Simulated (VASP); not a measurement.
Runs of VASP 6.6.1 on Sn. It takes space group Fd-3m (No. 227, cubic). The conventional cell has a = 6.467 Å, b = 6.467 Å, c = 6.467 Å, α = 90.00°, β = 90.00°, γ = 90.00°. Sn (site symmetry -43m) has 4 Sn at 2.80 Å as nearest neighbours. This isn't the form of Sn at room conditions, which is tetragonal (white tin).

| task | level | potentials or basis | cell | k mesh | cutoff (eV) | smearing | ladder | gap on the mesh (eV) | pressure (GPa) | relaxed volume (Å³/atom) |
| --- | --- | --- | --- | --- | --- | --- | --- | --- | --- | --- |
| single point | PBE | VASP PAW PBE potentials, release 64 (Sn_d_GW) | as given | 7 × 7 × 7 | 550 | gaussian 0.05 eV | - | none | 3.7 | - |
| relaxation of cell and atoms | vdW-DF2 | VASP PAW PBE potentials, release 64 (Sn_d) | relaxed | 7 × 7 × 7 | 600 | fermi-dirac 0.05 eV | - | none | 0.0 | 40.72 |
| single point | PBEsol | VASP PAW PBE potentials, release 64 (Sn_d) | as given | 7 × 7 × 7 | 520 | gaussian 0.05 eV | - | none | 1.5 | - |
| relaxation of cell and atoms | optB86b-vdW | VASP PAW PBE potentials, release 64 (Sn_d) | relaxed | 7 × 7 × 7 | 600 | fermi-dirac 0.05 eV | - | none | 0.0 | 35.79 |
| relaxation of cell and atoms | PBE+D3(BJ) | VASP PAW PBE potentials, release 64 (Sn_d) | relaxed | 6 × 6 × 6 | 600 | fermi-dirac 0.05 eV | gaps | none | 0.0 | 35.52 |
| electric field gradients | BLYP+D3 | VASP PAW PBE potentials, release 64 (Sn_d_GW) | as given | 7 × 7 × 7 | 600 | methfessel-paxton 0.1 eV | - | none | 5.1 | - |
| relaxation of cell and atoms | PBE | VASP PAW PBE potentials, release 64 (Sn_d) | relaxed | 6 × 6 × 6 | 600 | fermi-dirac 0.05 eV | gaps | none | 0.0 | (a) |
| relaxation of cell and atoms | vdW-DF | VASP PAW PBE potentials, release 64 (Sn_d) | relaxed | 7 × 7 × 7 | 600 | fermi-dirac 0.05 eV | - | none | 0.0 | 38.84 |
| relaxation of cell and atoms | rSCAN | VASP PAW PBE potentials, release 64 (Sn_d) | relaxed | 7 × 7 × 7 | 600 | methfessel-paxton 0.1 eV | - | none | 0.0 | 35.53 |
| relaxation of cell and atoms | optPBE-vdW | VASP PAW PBE potentials, release 64 (Sn_d) | relaxed | 7 × 7 × 7 | 600 | fermi-dirac 0.05 eV | - | none | 0.1 | 37.24 |
| relaxation of cell and atoms | r2SCAN+D4 | VASP PAW PBE potentials, release 64 (Sn_d) | relaxed | 7 × 7 × 7 | 600 | methfessel-paxton 0.1 eV | - | none | 0.0 | (b) |
| relaxation of cell and atoms | optB88-vdW | VASP PAW PBE potentials, release 64 (Sn_d) | relaxed | 7 × 7 × 7 | 600 | fermi-dirac 0.05 eV | - | none | 0.0 | 36.52 |

Alike in all rows: no spin polarisation.

Estimate the missing entries.

(a) 36.85; (b) 35.03.

Caveats: the PAW data sets were made with another functional, which shifts forces and pressure a little (some runs); pairwise dispersion overbinds metals, which lowers pressure and volume (some runs); the volume moved by over 15 % at a fixed basis, so the end points are rough (some runs); the volume moved by +20 % from the deposited cell, more than functionals usually miss (some runs); the volume moved by +15 % from the deposited cell, more than functionals usually miss (some runs); the volume moved by +10 % from the deposited cell, more than functionals usually miss (some runs).

A k mesh can miss the band edges, and the runs leave out spin-orbit coupling on Sn.

A gap of «none» marks a metal or a gap under the smearing width.

Not every run made on this cell is shown here.
